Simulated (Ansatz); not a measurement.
The following input was run with Ansatz 0.2.0.

```yaml
crystal:
  lattice:
    - [3.8677060746, 0.0, 0.0]
    - [0.0, 3.8677060746, 0.0]
    - [0.0, 0.0, 30.6575878124]
  atoms:
    - { symbol: Si, position: [0.2028285577, -4.14984e-05, 0.5317564795] }
    - { symbol: Si, position: [0.6654630733, 0.4999736047, 0.5382381756] }
    - { symbol: Co, position: [1.1669785336, 0.4999589684, 0.5754609777] }
    - { symbol: Si, position: [0.6642630258, 0.4998074115, 0.621170987] }
    - { symbol: Si, position: [1.1536917568, -6.08061e-05, 0.6203349339] }
    - { symbol: Co, position: [0.6543554493, 0.9998179084, 0.6618234152] }
    - { symbol: Si, position: [1.1574634789, 0.9996904552, 0.7058362783] }
    - { symbol: Si, position: [0.6475972555, 0.4998687276, 0.7060631186] }
    - { symbol: Co, position: [1.1456925886, 0.4996569307, 0.7450510853] }
basis:
  ecutwfc: 420
kpoints:
  mp_grid: { grid: [9, 9, 1] }
hamiltonian:
  xc: pbe
scf:
  occupations: { method: gaussian, width: 0.1 }
output:
  forces: true
  stress: true
  eigenvalues: true
  write_density: true
  write_potential: true
  elf: true
  volumetric_format: npy
efield:
  axis: 3
  dipole_correction: true
  ramp_width: 0.04
```

Run as
```bash
ansatz run input.yaml --threads 4 --pin off --max-ram 10240MiB --backend cpu --events-out ev --progress --plain --runs-dir out
```

Theory: DFT PBE, scalar-relativistic, plane waves, PAW (Ansatz 0.2.0).

Part of what the program printed, abridged (iterations and final results):

```
SCF iter   1: F=—  HF=-19193.147439 eV  |F-HF|=—  |Δ(HF+E_count)|=         —  Δρ=5.28e-3  dr2=5.00e-1  ethr=1.77e-3  p=0.081 e·Å  D=3.21e-2 V/Å  ΔV_dip=-0.98 eV  dr2_dipole=1.12e-1  V_vac-E_F(+/−)=3.87/4.85 eV  ⟨swp⟩=12.4  Hψ=10889  notcnv=0  defer=2
efield: sawtooth ramp at fractional position 0.1184 (placed from the atoms, in the widest stretch of the axis that holds none; the zero of the levels goes with the place), width 0.0400; the density the first Hamiltonian is built on has a dipole p = 0.081 e·Å; the dipole correction subtracts the counter field D = 3.21e-2 V/Å, which shifts the + side's vacuum level by -0.98 eV against the − side's; the planar-averaged density in the ramp window peaks in size at 2.9e-6 e/Å³
SCF iter   2: F=—  HF=-19193.135186 eV  |F-HF|=—  |Δ(HF+E_count)|=   1.23e-2  Δρ=2.30e-3  dr2=3.12e-2  ethr=6.66e-4  p=0.073 e·Å  D=2.89e-2 V/Å  ΔV_dip=-0.88 eV  dr2_dipole=3.30e-3  V_vac-E_F(+/−)=3.93/4.81 eV  ⟨swp⟩=2.0  Hψ=2441  notcnv=0  defer=83
SCF iter   3: F=—  HF=-19193.141204 eV  |F-HF|=—  |Δ(HF+E_count)|=   6.02e-3  Δρ=2.77e-3  dr2=2.90e-2  ethr=4.16e-5  p=0.071 e·Å  D=2.81e-2 V/Å  ΔV_dip=-0.86 eV  dr2_dipole=1.60e-3  V_vac-E_F(+/−)=3.93/4.79 eV  ⟨swp⟩=2.6  Hψ=3764  notcnv=0  defer=83
SCF iter   4: F=—  HF=-19193.140270 eV  |F-HF|=—  |Δ(HF+E_count)|=   9.35e-4  Δρ=1.15e-3  dr2=4.90e-3  ethr=3.86e-5  p=0.070 e·Å  D=2.78e-2 V/Å  ΔV_dip=-0.85 eV  dr2_dipole=1.25e-4  V_vac-E_F(+/−)=3.94/4.79 eV  ⟨swp⟩=2.0  Hψ=2416  notcnv=0  defer=83
SCF iter   5: F=—  HF=-19193.140483 eV  |F-HF|=—  |Δ(HF+E_count)|=   2.14e-4  Δρ=2.67e-4  dr2=6.27e-4  ethr=6.54e-6  p=0.070 e·Å  D=2.75e-2 V/Å  ΔV_dip=-0.84 eV  dr2_dipole=7.62e-5  V_vac-E_F(+/−)=3.94/4.79 eV  ⟨swp⟩=1.8  Hψ=2054  notcnv=0  defer=83
SCF iter   6: F=—  HF=-19193.140811 eV  |F-HF|=—  |Δ(HF+E_count)|=   3.28e-4  Δρ=2.67e-4  dr2=3.29e-4  ethr=8.36e-7  p=0.069 e·Å  D=2.70e-2 V/Å  ΔV_dip=-0.83 eV  dr2_dipole=2.33e-5  V_vac-E_F(+/−)=3.95/4.78 eV  ⟨swp⟩=2.2  Hψ=2347  notcnv=0  defer=83
SCF iter   7: F=—  HF=-19193.140771 eV  |F-HF|=—  |Δ(HF+E_count)|=   4.05e-5  Δρ=9.90e-5  dr2=3.96e-5  ethr=4.38e-7  p=0.068 e·Å  D=2.68e-2 V/Å  ΔV_dip=-0.82 eV  dr2_dipole=3.52e-6  V_vac-E_F(+/−)=3.96/4.78 eV  ⟨swp⟩=1.9  Hψ=2034  notcnv=0  defer=83
SCF iter   8: F=—  HF=-19193.140600 eV  |F-HF|=—  |Δ(HF+E_count)|=   1.71e-4  Δρ=4.38e-5  dr2=1.04e-5  ethr=5.28e-8  p=0.068 e·Å  D=2.67e-2 V/Å  ΔV_dip=-0.82 eV  dr2_dipole=1.41e-6  V_vac-E_F(+/−)=3.96/4.78 eV  ⟨swp⟩=2.2  Hψ=2676  notcnv=0  defer=79
SCF iter   9: F=—  HF=-19193.140608 eV  |F-HF|=—  |Δ(HF+E_count)|=   8.12e-6  Δρ=1.30e-5  dr2=9.96e-7  ethr=1.39e-8  p=0.068 e·Å  D=2.67e-2 V/Å  ΔV_dip=-0.82 eV  dr2_dipole=1.11e-7  V_vac-E_F(+/−)=3.96/4.78 eV  ⟨swp⟩=1.3  Hψ=1904  notcnv=0  defer=79
SCF iter  10: F=-19193.140608 eV  HF=-19193.140608 eV  |F-HF|=1.12e-7  |Δ(HF+E_count)|=   6.10e-8  Δρ=4.42e-6  dr2=7.14e-8  ethr=1.33e-10  p=0.068 e·Å  D=2.67e-2 V/Å  ΔV_dip=-0.82 eV  dr2_dipole=2.07e-9  V_vac-E_F(+/−)=3.96/4.78 eV  ⟨swp⟩=22.9  Hψ=18617  notcnv=0
SCF 1 converged in 10 iterations: F = -19193.140608 eV  dr2 = 7.14e-8
WARN: The output density's exchange-correlation potential varies sharply where the density is thin. Do not read a vacuum level from v_tot or v_xc, or from such a field of the output density. On a cell that repeats whose density bears no net charge and no dipole along the vacuum's axis use v_es (v_loc + v_h of the components); under efield.dipole_correction with no amplitude use v_es + v_field, which holds any external_charges[].barrier, or the levels of the report's work_function block, which leave it out; under a non-zero efield.amplitude the vacuum is tilted and has no level; on a cell that repeats and bears such a dipole with no correction it is tilted too, and efield.dipole_correction wi ...
SCF converged after 10 iterations
Free energy (F): -19193.140608 eV
Harris-Foulkes:  -19193.140608 eV  (|F-HF|=1.12e-7)
Internal energy: -19193.103937 eV  (E = F + TS)
E sigma→0 (E₀):  -19193.122273 eV
Entropy (-TS):   -0.036671 eV (-4.075 meV/atom)
Fermi energy:    0.025212 eV
Dipole field:    D = 0.026633 V/Å  (p = 0.067500 e·Å, saw-weighted, corrected)
Work function:   Φ+ = 3.9609 eV   Φ− = 4.7774 eV
Levels:          The Fermi level and band energies are counted from a zero that moves with the ramp; work functions are not
--- Per-component energies (eV) ---
  E_band       = -1796.552621
  E_kinetic    = 1624.866131
  E_local      = -109596.044828  (includes V_loc(G=0)·N_el)
  E_nonlocal   = 1516.171716
  E_hartree    = 53529.190668
  E_xc         = -812.673606
  E_vxc        = -902.302702  (∫ρ·V_xc dr)
  E_paw        = -7629.077175  (= ΣΔE_a)
  E_vpaw       = -1497.083284  (= ΣTr[D̂ρ^β])
  E_aug_tail   = 0.000276  (compensation charges beyond the density's cutoff)
  E_efield     = 0.000899  (sawtooth field / dipole correction)
  E_vefield    = -0.580389  (∫n·V_field dr)
  E_ewald      = 42174.461983
  E_smearing   = -0.036671  (= −TS)
--- Forces (eV/Å), atoms counted from 1 ---
  atom   1  Si    -0.17365375    -0.00020001     0.27043800
  atom   2  Si     0.17318654     0.00004464    -0.50051191
  atom   3  Co    -0.07183853     0.00017053     0.66190434
  atom   4  Si     0.00635007     0.00037545    -0.28724181
  atom   5  Si     0.04624502    -0.00030194    -0.46823789
  atom   6  Co     0.01573559    -0.00011212     0.26992818
  atom   7  Si    -0.00768557     0.00004664     0.01025500
  atom   8  Si     0.00243247    -0.00008657     0.03659978
  atom   9  Co     0.00921935     0.00006252     0.00685701
--- Stress (GPa, compression-positive) ---
       -1.512032      -0.000375       0.061584
       -0.000375      -1.871789       0.000071
        0.061584       0.000071       0.035132
  P = ⅓ Tr σ = -1.1162 GPa (-11.162 kbar)
--- Band table (eV; the first three rows and the last of 41) ---
  k-point 0: bands = ["-94.8061", "-94.7403", "-94.1739", "-58.2322", "-58.1445", "-58.1045", "-58.0937", "-57.9975", "-57.9619", "-57.5264", "-57.5144", "-57.5107", "-12.5387", "-11.1578", "-9.3073", "-6.3996", "-5.7068", "-5.2322", "-3.9174", "-3.9107", "-3.7153", "-3.7101", "-3.2357", "-3.1753", "-3.1475", "-3.1209", "-1.8939", "-1.7566", "-1.6040", "-1.3350", "-1.2737", "-1.2223", "-0.8764", "-0.6466", "-0.1866", "-0.0023", "0.0261", "0.9601", "1.0292", "1.5147", "2.0460", "2.0986", "2.6195", "2.9487", "3.3948", "3.5818", "3.8956"]
  k-point 1: bands = ["-94.8061", "-94.7403", "-94.1739", "-58.2321", "-58.1446", "-58.1046", "-58.0937", "-57.9975", "-57.9618", "-57.5264", "-57.5145", "-57.5107", "-12.4213", "-11.0451", "-9.2042", "-6.7073", "-5.7065", "-5.4208", "-4.2115", "-3.8661", "-3.8307", "-3.6660", "-3.4397", "-3.1971", "-2.9966", "-2.8827", "-1.9384", "-1.6875", "-1.5859", "-1.4896", "-1.3074", "-1.1091", "-0.8861", "-0.6735", "-0.3849", "0.0575", "0.1155", "1.0299", "1.0811", "1.6378", "1.7750", "2.1059", "2.7560", "3.1121", "3.3347", "3.8544", "4.1806"]
  k-point 2: bands = ["-94.8061", "-94.7403", "-94.1739", "-58.2321", "-58.1449", "-58.1049", "-58.0937", "-57.9974", "-57.9618", "-57.5264", "-57.5148", "-57.5106", "-12.0725", "-10.7117", "-8.8985", "-7.5440", "-6.3711", "-5.2811", "-4.9299", "-3.8058", "-3.7236", "-3.6383", "-3.5307", "-3.1008", "-2.8046", "-2.5097", "-2.0587", "-1.6775", "-1.5558", "-1.4983", "-1.3961", "-1.1777", "-0.8756", "-0.8238", "-0.3724", "-0.1511", "0.1284", "0.8567", "1.1766", "1.3980", "2.0695", "2.2048", "2.2713", "3.2988", "3.4614", "3.8695", "4.2270"]
  k-point 40: bands = ["-94.8061", "-94.7403", "-94.1739", "-58.2331", "-58.1445", "-58.1046", "-58.0946", "-57.9973", "-57.9617", "-57.5268", "-57.5145", "-57.5109", "-10.6047", "-9.6670", "-9.2644", "-8.3341", "-7.5909", "-6.7588", "-4.2471", "-3.8749", "-3.7293", "-3.5686", "-3.1981", "-2.9094", "-2.7097", "-2.3681", "-2.2729", "-1.9672", "-1.7745", "-1.5036", "-1.4086", "-1.3134", "-1.2469", "-0.9524", "-0.8206", "-0.6319", "-0.2258", "0.0798", "0.7733", "0.8086", "1.3736", "2.3580", "2.7161", "3.0519", "3.1490", "3.6110", "3.9586"]
```

The run converged.

It took 31 s on 4 threads of Intel(R) Xeon(R) Processor @ 2.70GHz, with other jobs on the host, peak memory 1.2 GiB.

Spin polarisation was left out, and a magnetic state may lie lower.